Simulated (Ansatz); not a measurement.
# HgTe in Ansatz: the effect of functional

Crystal: HgTe.

```xyz
2
Lattice="-2.9834 2.9834 1.5276 2.9834 -2.9834 1.5276 2.9834 2.9834 -1.5276" Properties=species:S:1:pos:R:3 pbc="T T T"
Hg    0.0000    2.9834    0.7638
Te    0.0000    0.0000    0.0000
```

Measurements of this composition are mostly on another form, of space group No. 216.

The cell isn't the ideal one: volume scaled by 0.94.

Alike in all runs:

| Item | Value |
| --- | --- |
| Program | Ansatz 0.2.0 |
| Task | single point |
| Potentials or basis | Ansatz PAW |
| k mesh | 10 × 10 × 10 |
| Occupations | fermi-dirac, width 0.05 eV |
| Spin | no spin polarisation |

```tsv
functional	cutoff	pressure (GPa)
LDA	420 eV (not typed: the program's choice for these potentials)	-2.4
PBEsol	420 eV (not typed: the program's choice for these potentials)	-0.7
r2SCAN	500 eV (not typed: the program's choice for these potentials)	?
```

What does the run with functional r2SCAN give?

Pressure 1.9 GPa.

Caveats: the PAW data sets come from PBE, with cores solved anew for the run's functional, which leaves a small shift of forces and pressure.
